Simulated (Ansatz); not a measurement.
**Si3N4 (I-43d): how G0W0 depends on its starting point**

One-shot GW is not self-consistent; how far does the start matter for Si3N4 (I-43d)?

Main program and level: Ansatz 0.2.0; G0W0 on several functionals, plane waves, PAW.

In doubt: masses and optical values from hybrid runs of this build are listed as unsure (steps 3, 4), which bears on the screening that GW takes from such a start.

## Step 1: Starting point

The structure is cubic, space group I-43d (No. 220). Conventional cell: a = 6.475 Å, b = 6.475 Å, c = 6.475 Å, α = 90.00°, β = 90.00°, γ = 90.00°. Nearest to Si lie 4 N at 1.75 Å. N has 3 Si at 1.75 Å nearest. Farther neighbours and most contacts between anions are not listed.

Coordinates:

```xyz
14
Lattice="-3.2374 3.2374 3.2374 3.2374 -3.2374 3.2374 3.2374 3.2374 -3.2374" Properties=species:S:1:pos:R:3 pbc="T T T"
Si    2.4280    3.2374   -1.6187
Si   -1.6187    2.4280    3.2374
Si    0.8093    3.2374    1.6187
Si    1.6187    0.8093    3.2373
Si    3.2374   -1.6187    2.4280
Si    3.2374    1.6187    0.8093
N     1.8220    1.8220    1.8220
N     0.2033   -0.2033    3.0340
N     1.4154    4.6527   -1.4154
N     3.0340    0.2033   -0.2033
N    -1.4154    1.4154    4.6527
N     0.2033    0.2033    0.2033
N     4.6527   -1.4154    1.4154
N    -0.2033    3.0340    0.2033
```

The cell and positions come from the Crystallography Open Database and are kept as given unless a step says otherwise. This is not the form that Si3N4 usually takes at ambient conditions. The default PAW set here is soft_2. Its files were made with PBE.

## Step 2: G0W0 on PBE

G0W0 replaces the xc potential by the self-energy, built once from these orbitals. Only a window of levels is corrected, while the sums run over the empty bands that the input names.

This step: G0W0 on PBE, plane waves, PAW.

Input file input.yaml:

```yaml
crystal:
  lattice:
    - [-3.23735, 3.23735, 3.23735]
    - [3.23735, -3.23735, 3.23735]
    - [3.23735, 3.23735, -3.23735]
  atoms:
    - { symbol: Si, position: [0.25, 0.125, 0.875] }
    - { symbol: Si, position: [0.875, 0.25, 0.125] }
    - { symbol: Si, position: [0.75, 0.375, 0.625] }
    - { symbol: Si, position: [0.625, 0.75, 0.375] }
    - { symbol: Si, position: [0.125, 0.875, 0.25] }
    - { symbol: Si, position: [0.375, 0.625, 0.75] }
    - { symbol: "N", position: [0.5628, 0.5628, 0.5628] }
    - { symbol: "N", position: [0.4372, 0.5, 0.0] }
    - { symbol: "N", position: [0.5, 0.0, 0.9372] }
    - { symbol: "N", position: [0.0, 0.4372, 0.5] }
    - { symbol: "N", position: [0.9372, 0.5, 0.0] }
    - { symbol: "N", position: [0.0628, 0.0628, 0.0628] }
    - { symbol: "N", position: [0.0, 0.9372, 0.5] }
    - { symbol: "N", position: [0.5, 0.0, 0.4372] }
kpoints:
  mp_grid: { grid: [4, 4, 4] }
hamiltonian:
  xc: pbe
scf:
  occupations: { method: fixed }
gw:
  n_empty_bands: 566
  ecut_chi: 150.0
  qp_bands: [v4, c4]
  qp_kpoints: band_edges
  screening: { model: contour_deformation }
```

Run with:

```sh
> ansatz run input.yaml --threads 3 --pin off --max-ram 64512MiB --backend cuda --events-out ev --progress --plain --runs-dir out --devices 1 --max-vram 24GiB  # rebuilt from the run's record
```

Numbers of over 12 decimals in the logs are rounded to 6 here.

Log:

```text
GPUs: using 1 of 1 available (devices: 1).
Engine: ansatz 0.2.0, x86_64-unknown-linux-gnu
Pseudopotentials: kind: paw
Pseudopotential: Si, paw, valence charge 4, recommended cutoff 420 eV (normal), Si.paw.azcp
Pseudopotential: N, paw, valence charge 5, recommended cutoff 420 eV (normal), N.paw.azcp
Functional definition: PBE
  parameter kappa = 0.804
  parameter beta = 0.066725
  exchange = pbe_x(kappa = kappa, mu = beta*pi^2/3)
  correlation = pbe_c(beta = beta)
device memory: the entry about to start is reckoned to put 2.5 GiB on a device that reports 67.1 GiB free (of which the cap on the GPU budget leaves the run 24.0 GiB)
GPU FFT provider: cuFFT
GPU libraries: cuBLAS 13.8.1, cuFFT 12.4.0, cuSOLVER 12.3.2
Crystal: 14 atoms, lattice volume = 135.715 Å³
Basis set: ecut = 420 eV, 2659 PW (Γ)
Bands: 46, of which v1, the nominal top of the filled ones, is band 32 counted from 1 (31 counted from 0)
Symmetry: 24 space group operations
Space group: I-43d (ITA 220), of the structure as read, at distance tolerance 5.1e-5 Å
k-points: 8 of 64 (time reversal used)
Non-local potential: Si, projectors of the file, l = 0: 2, l = 1: 2, l = 2: 2
Non-local potential: N, projectors of the file, l = 0: 2, l = 1: 2, l = 2: 1
PAW form: soft (Blöchl's): semilocal exchange-correlation on the pseudo side does not see the compensation charge
PAW one-centre angular grid: Si, 110 points (default); XC on 64 Gauss nodes
PAW one-centre angular grid: N, 110 points (default); XC on 64 Gauss nodes
Initial density: superposition of atomic densities (neutral atoms: chi_scale 0, normalization atom), corrected by the library's trained network
Initial wavefunctions: pseudopotential atomic-orbital guess
GPU buffer pool allocated for 64000 grid points (all kernels)
GPU transforms: local potential and band sums: pruned to the plane-wave sphere, on 40×40×40
Functional: x = pbe(κ = 0.804, μ = 0.219515), c = pbe(β = 0.066725)
SCF iter   1: F=—  HF=-6900.411869 eV  |F-HF|=—  |Δ(HF+E_count)|=         —  Δρ=2.55e-3  dr2=4.33e-3  ethr=1.77e-3  ⟨swp⟩=5.0  Hψ=1546  notcnv=0  defer=84
preconditioner: auto → Resta (q_TF=auto, 2.407 Å⁻¹)  ε∞=4.3  [insulator: Δε(μ)=4.105 eV  Ē_g=14.123 eV  n_scr=42 (ndim 8)  ℏωp=25.5 eV  f_vac=0.000  ε∞_Penn≈4.3]
SCF iter   2: F=—  HF=-6900.412139 eV  |F-HF|=—  |Δ(HF+E_count)|=   2.70e-4  Δρ=1.28e-3  dr2=8.26e-4  ethr=6.76e-6  ⟨swp⟩=2.1  Hψ=647  notcnv=0  defer=92
SCF iter   3: F=—  HF=-6900.412639 eV  |F-HF|=—  |Δ(HF+E_count)|=   5.00e-4  Δρ=3.48e-4  dr2=7.74e-5  ethr=1.29e-6  ⟨swp⟩=3.0  Hψ=592  notcnv=0  defer=92
SCF iter   4: F=—  HF=-6900.412680 eV  |F-HF|=—  |Δ(HF+E_count)|=   4.14e-5  Δρ=4.78e-5  dr2=1.39e-6  ethr=1.21e-7  ⟨swp⟩=2.0  Hψ=550  notcnv=0  defer=75
iter 5 did not close the SCF: its close was put off for the readings that it lacked (scf_convergence_deferred on its scf_iter line)
SCF iter   5: F=-6900.412682 eV  HF=-6900.412682 eV  |F-HF|=2.75e-8  |Δ(HF+E_count)|=   1.26e-6  Δρ=5.48e-6  dr2=3.14e-8  ethr=2.17e-9  ⟨swp⟩=3.0  Hψ=592  notcnv=0  defer=75
SCF iter   6: F=-6900.412682 eV  HF=-6900.412682 eV  |F-HF|=2.61e-9  |Δ(HF+E_count)|=   2.85e-8  Δρ=1.79e-6  dr2=3.37e-9  ethr=4.91e-11  ⟨swp⟩=10.6  Hψ=1960  notcnv=0
SCF 1 converged in 6 iterations: F = -6900.412682 eV  dr2 = 3.37e-9
  greatest PAW one-centre occupation: 0.788 electrons in one spin orbital (limit 2), on the N atom at site 10 (counted from 0), in its partial waves of l = 0
device memory: the entry about to start is reckoned to put 3.2 GiB on a device that reports 67.0 GiB free (of which the cap on the GPU budget leaves the run 24.0 GiB)
NSCF: frozen V_eff on 8 k-points
the band table was solved once the SCF had ended and its energy, with any forces and stress, was formed, with the checks that follow a solve (1495 applications of the Hamiltonian). They found nothing against the state; the energy, forces and stress were not computed again (output.eigenvalues in the input reference)
device memory: the entry about to start is reckoned to put 7.8 GiB on a device that reports 67.1 GiB free (of which the cap on the GPU budget leaves the run 24.0 GiB)
NSCF: frozen V_eff on 8 k-points
device memory: the entry about to start is reckoned to put 8.5 GiB on a device that reports 71.0 GiB free (of which the cap on the GPU budget leaves the run 24.0 GiB)
NSCF: frozen V_eff on 8 k-points
G₀W₀ screening: q 1/8
[... further progress lines ...]
SCF converged after 6 iterations
Free energy (F): -6900.412682 eV
Harris-Foulkes:  -6900.412682 eV  (|F-HF|=2.61e-9)
Internal energy: -6900.412682 eV  (E = F + TS)
E sigma→0 (E₀):  -6900.412682 eV
Fermi energy:    9.319223 eV
--- Per-component energies (eV) ---
  E_band       = 139.055625
  E_kinetic    = 1349.083871
  E_local      = -1753.228419  (includes V_loc(G=0)·N_el)
  E_nonlocal   = 508.314196
  E_hartree    = 559.910206
  E_xc         = -826.442598
  E_vxc        = -911.602360  (∫ρ·V_xc dr)
  E_paw        = -4099.748201  (= ΣΔE_a)
  E_vpaw       = -173.332044  (= ΣTr[D̂ρ^β])
  E_aug_tail   = 0.000836  (compensation charges beyond the density's cutoff)
  E_ewald      = -2638.302572
  E_smearing   = -0.000000  (= −TS)
  E_closure    = -0.000000  (closes the sum)
  Σ components = -6900.412682   (vs F -6900.412682, Δ=0.00e0)
--- Band table (eV; the first three rows and the last of 8) ---
  k-point 0: bands = [... 28 lower, 9.1737, 9.1737, 9.1737, 9.2698, 13.9743, 13.9743, 14.0008, 14.0036, ... 10 higher]
  k-point 1: bands = [... 28 lower, 8.4330, 8.7801, 9.2423, 9.2515, 13.5418, 13.6986, 14.4509, 14.8507, ... 10 higher]
  k-point 2: bands = [... 28 lower, 8.0605, 8.0605, 9.3192, 9.3192, 14.3113, 14.3113, 15.2699, 15.2699, ... 10 higher]
  k-point 7: bands = [... 28 lower, 7.4286, 7.4286, 8.1362, 8.1362, 14.7482, 14.7482, 14.7482, 14.7482, ... 10 higher]
--- G₀W₀: contour deformation, 6 samples at zero and on the imaginary axis and 2 off it, 64 q-points, 566 empty bands' worth ---
  eigenvalues of the whole cell's RPA ε∞ on this k-mesh (on a slab, of 1 + 4πα/V) = 4.4350, 4.4350, 4.4350; static W/v taken at q = 0 is 0.225480
  bands read: the sum over 598 bands ends inside a degenerate multiplet in 3 slots, whose members it reads at an even weight; the widest, k=7: bands 597 to 602 (counted from 1) at 2/6 each
  gw.qp_kpoints: band_edges: 8 of 8 stored k-points solved, in 1 pass; an edge of the gap read off the rows below is read off those points alone
    ik  band        ε_KS         Σx   Σc(E_QP)       V_xc       Z   E_QP_lin       E_QP  E_QP is
     0    29      9.1737   -21.7002     3.1861   -17.6385  0.7870     8.2916     8.2981  root
     0    30      9.1737   -21.7002     3.1861   -17.6385  0.7870     8.2916     8.2981  root
     0    31      9.1737   -21.7002     3.1861   -17.6385  0.7870     8.2916     8.2981  root
     0    32      9.2698   -21.7840     3.2696   -17.6235  0.7866     8.3723     8.3789  root
     0    33     13.9743    -6.8365    -4.4267   -11.8935  0.8316    14.6071    14.6045  root
     0    34     13.9743    -6.8365    -4.4267   -11.8935  0.8316    14.6071    14.6045  root
     0    35     14.0008   -11.1161    -4.5060   -16.5096  0.8140    14.8935    14.8883  root
     0    36     14.0036    -8.7910    -4.4319   -14.0050  0.8234    14.7898    14.7858  root
     1    29      8.4330   -21.2945     3.3001   -17.0406  0.7842     7.4708     7.4793  root
     1    30      8.7801   -21.3614     3.2414   -17.1897  0.7869     7.8421     7.8498  root
     1    31      9.2423   -21.7607     3.1921   -17.6979  0.7871     8.3652     8.3715  root
     1    32      9.2515   -21.7912     3.2202   -17.6948  0.7867     8.3688     8.3752  root
     1    33     13.5418    -7.5409    -4.3857   -12.5815  0.8310    14.1995    14.1968  root
     1    34     13.6986    -7.1416    -4.3749   -12.1419  0.8318    14.3263    14.3239  root
     1    35     14.4509    -8.4740    -4.5687   -13.8396  0.8235    15.2521    15.2478  root
     1    36     14.8507    -8.6783    -4.6062   -14.1195  0.8197    15.6907    15.6857  root
     2    29      8.0605   -21.2233     3.3057   -16.9358  0.7857     7.0695     7.0787  root
     2    30      8.0605   -21.2233     3.3057   -16.9358  0.7857     7.0695     7.0787  root
     2    31      9.3192   -21.8790     3.2171   -17.7947  0.7869     8.4458     8.4521  root
     2    32      9.3192   -21.8790     3.2171   -17.7947  0.7869     8.4458     8.4521  root
     2    33     14.3113    -7.3177    -4.4728   -12.4598  0.8270    14.9837    14.9806  root
     2    34     14.3113    -7.3177    -4.4728   -12.4598  0.8270    14.9837    14.9806  root
     2    35     15.2699    -9.0793    -4.7569   -14.7197  0.8168    16.1593    16.1535  root
     2    36     15.2699    -9.0793    -4.7569   -14.7197  0.8168    16.1593    16.1535  root
[...]
7    29      7.4286   -21.0560     3.5059   -16.5068  0.7804     6.3734     6.3853  root
     7    30      7.4286   -21.0560     3.5059   -16.5068  0.7804     6.3734     6.3853  root
     7    31      8.1362   -21.2054     3.4630   -16.7329  0.7814     7.1164     7.1267  root
     7    32      8.1362   -21.2054     3.4630   -16.7329  0.7814     7.1164     7.1267  root
     7    33     14.7482    -6.8128    -4.6263   -12.0995  0.8274    15.4116    15.4085  root
     7    34     14.7482    -6.8128    -4.6263   -12.0995  0.8274    15.4116    15.4085  root
     7    35     14.7482    -6.8128    -4.6263   -12.0995  0.8274    15.4116    15.4085  root
     7    36     14.7482    -6.8128    -4.6263   -12.0995  0.8274    15.4116    15.4085  root
```

Wall time 23 s (1 × NVIDIA H100 80GB HBM3 (shared by 3 runs) with 3 threads of AMD EPYC 7R13 (Zen 3), shared host); peak memory 2.3 GiB; 45 s of CPU time.

Numbers from this step:

* bands summed: 598
* RPA ε∞ on this mesh (eigenvalues): 4.435, 4.435, 4.435
* plane waves in the screening matrix: 555
* q-points in the mesh: 64
* G0W0 gap on the mesh: 5.573 eV
* k of the valence top: 0, 0, -0.5
* k of the conduction bottom: 0.25, 0.25, -0.25
* starting gap on the mesh: 4.126 eV
* Z at the valence top: 0.7869
* Z at the conduction bottom: 0.8349
* least direct G0W0 gap on the computed points: 5.822 eV

The gap on the mesh goes from 4.13 eV to 5.57 eV, a correction of +1.45 eV. Between the two edge states, bare exchange in place of the xc potential would open the gap by 9.02 eV, and correlation takes back 7.58 eV.

## Step 3: G0W0 on HSE06

The same correction from a different start measures what one shot leaves open.

This step: G0W0 on HSE06, plane waves, PAW.

Changes to input.yaml since step 2:

```diff
@@ -23,3 +23,3 @@
 hamiltonian:
-  xc: pbe
+  xc: hse06
 scf:
```

Log:

```text
GPUs: using 1 of 1 available (devices: 1).
[...]
davidson cushion auto → on  (no smearing: the cushion is to keep the highest requested band from converging to the state above it; pin scf.eigensolver.cushion to override)
[...]
GPU FFT provider: cuFFT
GPU libraries: cuBLAS 13.8.1, cuFFT 12.4.0, cuSOLVER 12.3.2
Crystal: 14 atoms, lattice volume = 135.715 Å³
Basis set: ecut = 420 eV, 2659 PW (Γ)
Bands: 46, of which v1, the nominal top of the filled ones, is band 32 counted from 1 (31 counted from 0)
[... 1 set-up line as in the run before ...]
[...]
k-points: 8 of 64 (time reversal used)
[...]
GPU buffer pool allocated for 64000 grid points (all kernels)
[...]
SCF iter   1: F=—  HF=-6900.404791 eV  |F-HF|=—  |Δ(HF+E_count)|=         —  Δρ=2.49e-3  dr2=3.31e-3  ethr=1.77e-3  ⟨swp⟩=8.5  Hψ=1924  notcnv=0
[...]
SCF iter   2: F=-6900.408368 eV  HF=-6900.407907 eV  |F-HF|=4.60e-4  |Δ(HF+E_count)|=   3.12e-3  Δρ=1.15e-3  dr2=5.38e-4  ethr=5.18e-6  ⟨swp⟩=5.0  Hψ=1344  notcnv=0
SCF 1 stopped early in 2 iterations: F = -6900.408368 eV  dr2 = 5.38e-4
[...]
GPU FFT provider: cuFFT
GPU libraries: cuBLAS 13.8.1, cuFFT 12.4.0, cuSOLVER 12.3.2
[...]
GPU buffer pool allocated for 64000 grid points (all kernels)
[...]
Frozen-core exchange: fock
[...]
Internal energy: -6903.641346 eV  (E = F + TS)
E sigma→0 (E₀):  -6903.641346 eV
Fermi energy:    8.379488 eV
[...]
--- Band table (eV; the first three rows and the last of 8) ---
  k-point 0: bands = [... 28 lower, 8.2379, 8.2379, 8.2379, 8.3046, 14.4424, 14.4424, 14.5379, 14.5379, ... 5 higher]
  k-point 1: bands = [... 28 lower, 7.4443, 7.8097, 8.3067, 8.3073, 14.0172, 14.1596, 15.0166, 15.4338, ... 5 higher]
  k-point 2: bands = [... 28 lower, 7.0573, 7.0573, 8.3795, 8.3795, 14.8047, 14.8047, 15.9062, 15.9062, ... 5 higher]
  k-point 7: bands = [... 28 lower, 6.3631, 6.3631, 7.0927, 7.0927, 15.2720, 15.2720, 15.2720, 15.2720, ... 5 higher]
  guard bands above this table: 5 of the run's 46 bands. The solve was not asked for them (output.publish_guard_bands: true or output.eigenvalues: true publishes all)
[...]
0    29      8.2379   -21.7764     2.9027   -18.5852  0.8132     7.9488     7.9493  root
     0    30      8.2379   -21.7764     2.9027   -18.5852  0.8132     7.9488     7.9493  root
     0    31      8.2379   -21.7764     2.9027   -18.5852  0.8132     7.9488     7.9493  root
     0    32      8.3046   -21.8086     2.9771   -18.5387  0.8127     8.0113     8.0118  root
     0    33     14.4424    -6.5315    -4.2132   -11.1504  0.8528    14.8489    14.8481  root
     0    34     14.4424    -6.5315    -4.2132   -11.1504  0.8528    14.8489    14.8481  root
     0    35     14.5379    -8.4226    -4.2291   -13.1660  0.8459    15.0536    15.0523  root
     0    36     14.5379    -8.4226    -4.2291   -13.1660  0.8459    15.0536    15.0523  root
[...]
7    33     15.2720    -6.5546    -4.3846   -11.3483  0.8492    15.6820    15.6811  root
     7    34     15.2720    -6.5546    -4.3846   -11.3483  0.8492    15.6820    15.6811  root
     7    35     15.2720    -6.5546    -4.3846   -11.3483  0.8492    15.6820    15.6811  root
     7    36     15.2720    -6.5546    -4.3846   -11.3483  0.8492    15.6820    15.6811  root
[key lines of the parts left out:]
Free energy (F): -6903.641346 eV
```

The job ended after 65 s (1 × NVIDIA H100 80GB HBM3 (shared by 3 runs) with 3 threads; peak memory 2.3 GiB; 91 s of CPU time).

This step gave:

| Property | Result |
| --- | --- |
| bands summed | 598 |
| RPA ε∞ on this mesh (eigenvalues) | 3.759, 3.759, 3.759 |
| plane waves in the screening matrix | 555 |
| q-points in the mesh | 64 |
| G0W0 gap on the mesh | 6.176 eV |
| k of the valence top | 0, 0, -0.5 |
| k of the conduction bottom | 0.25, 0.25, -0.25 |
| starting gap on the mesh | 5.508 eV |
| Z at the valence top | 0.8132 |
| Z at the conduction bottom | 0.8554 |
| least direct G0W0 gap on the computed points | 6.426 eV |

Against the run with 4×4×4 mesh, 566 empty bands, screening to 150 eV on PBE, the gap moves by +0.60 eV, while the start moved by +1.38 eV.

## Step 4: G0W0 on PBE0

This step: G0W0 on PBE0, plane waves, PAW.

Changes to input.yaml since step 3:

```diff
@@ -23,3 +23,3 @@
 hamiltonian:
-  xc: hse06
+  xc: pbe0
 scf:
```

Log:

```text
GPUs: using 1 of 1 available (devices: 1).
[...]
GPU FFT provider: cuFFT
GPU libraries: cuBLAS 13.8.1, cuFFT 12.4.0, cuSOLVER 12.3.2
Crystal: 14 atoms, lattice volume = 135.715 Å³
Basis set: ecut = 420 eV, 2659 PW (Γ)
Bands: 46, of which v1, the nominal top of the filled ones, is band 32 counted from 1 (31 counted from 0)
[... 1 set-up line as in the run before ...]
[...]
k-points: 8 of 64 (time reversal used)
[...]
0    35     14.9081    -8.4127    -4.1341   -12.7915  0.8530    15.1530    15.1527  root
     0    36     14.9081    -8.4127    -4.1341   -12.7915  0.8530    15.1530    15.1527  root
[...]
7    33     15.6422    -6.5454    -4.2827   -10.9706  0.8563    15.7849    15.7848  root
     7    34     15.6422    -6.5454    -4.2827   -10.9706  0.8563    15.7849    15.7848  root
     7    35     15.6422    -6.5454    -4.2827   -10.9706  0.8563    15.7849    15.7848  root
     7    36     15.6422    -6.5454    -4.2827   -10.9706  0.8563    15.7849    15.7848  root
[key lines of the parts left out:]
Free energy (F): -6905.262796 eV
Fermi energy:    7.984718 eV
```

Wall time 66 s (1 × NVIDIA H100 80GB HBM3 (shared by 3 runs) with 3 threads); peak memory 2.2 GiB.

This step gave:

- bands summed: 598
- RPA ε∞ on this mesh (eigenvalues): 3.584, 3.584, 3.584
- plane waves in the screening matrix: 555
- G0W0 gap on the mesh: 6.375 eV
- k of the valence top: 0, 0, -0.5
- k of the conduction bottom: 0.25, 0.25, -0.25
- starting gap on the mesh: 6.266 eV
- least direct G0W0 gap on the computed points: 6.626 eV

Against the run with 4×4×4 mesh, 566 empty bands, screening to 150 eV on HSE06, the gap moves by +0.20 eV, while the start moved by +0.76 eV.

## Step 5: Side by side

All on the 4×4×4 mesh with 566 empty bands and screening to 150 eV. Times are wall times on 1 × NVIDIA H100 80GB HBM3 (shared by 3 runs) with 3 threads of AMD EPYC 7R13 (Zen 3), shared host, good to a factor of about two.

| start | starting gap (eV) | shift (eV) | G0W0 gap (eV) | RPA ε∞ (harmonic mean) | Z (valence, conduction) | time |
| --- | --- | --- | --- | --- | --- | --- |
| PBE | 4.13 | +1.45 | 5.57 | 4.43 | 0.79, 0.83 | 23 s |
| HSE06 | 5.51 | +0.67 | 6.18 | 3.76 | 0.81, 0.86 | 65 s |
| PBE0 | 6.27 | +0.11 | 6.37 | 3.58 | 0.82, 0.86 | 66 s |

The parts of the quasiparticle energy at the two band edges (eV; QP = start + Σx + Σc − Vxc):

| run | edge | start | Σx | Σc | Vxc | Z | QP |
| --- | --- | --- | --- | --- | --- | --- | --- |
| PBE | valence top | 9.32 | -21.88 | 3.22 | -17.79 | 0.79 | 8.45 |
| PBE | conduction bottom | 13.45 | -6.72 | -4.36 | -11.66 | 0.83 | 14.03 |
| HSE06 | valence top | 8.38 | -21.92 | 2.93 | -18.71 | 0.81 | 8.10 |
| HSE06 | conduction bottom | 13.89 | -6.46 | -4.16 | -11.01 | 0.86 | 14.27 |
| PBE0 | valence top | 7.98 | -21.93 | 2.82 | -19.11 | 0.82 | 7.99 |
| PBE0 | conduction bottom | 14.25 | -6.45 | -4.07 | -10.64 | 0.86 | 14.37 |

For a hybrid start, Vxc holds its share of exact exchange.

## Step 6: What came out

- G0W0@PBE: 5.57 eV (start 4.13 eV)
- G0W0@HSE06: 6.18 eV (start 5.51 eV)
- G0W0@PBE0: 6.37 eV (start 6.27 eV)
- known limits: not at the basis limit

In words: The starting gaps span 2.14 eV and the G0W0 gaps 0.80 eV. Between PBE and PBE0, 0.80 eV of the 2.14 eV survives, 37 %. PBE0 screens less than PBE (ε∞ 3.58 against 4.43). Of the 0.80 eV by which its G0W0 gap is higher, the correlation part gives +0.68 eV, and exchange with the one-particle terms, which follow the orbitals, +0.12 eV. The smallest correction, +0.11 eV, is on PBE0, the start nearest to reproducing itself. Bands and cutoff are finite, so the gap is not at the basis limit. The miss can reach some tenths of an eV and take either sign; the mesh is an error of its own.

[Paths, hosts, dates, memory and timing lines, banners, echoed tables and standing remarks are left out of the program output.]

[Logs are printed without paths, hosts, clocks, repeated set-up lines and the standing remarks that a program may print on its own settings, such as how far it seeks lower states.]

[Runs of the session that timed out or met a known fault of the program may be left out.]

[Cells called generated may have been cut or substituted from an entry of the Crystallography Open Database or the Materials Project.]

[Hosts, paths, dates, database ids (printed as entryN), source tags and the programs' standing remarks are cut or masked in the printed files.]
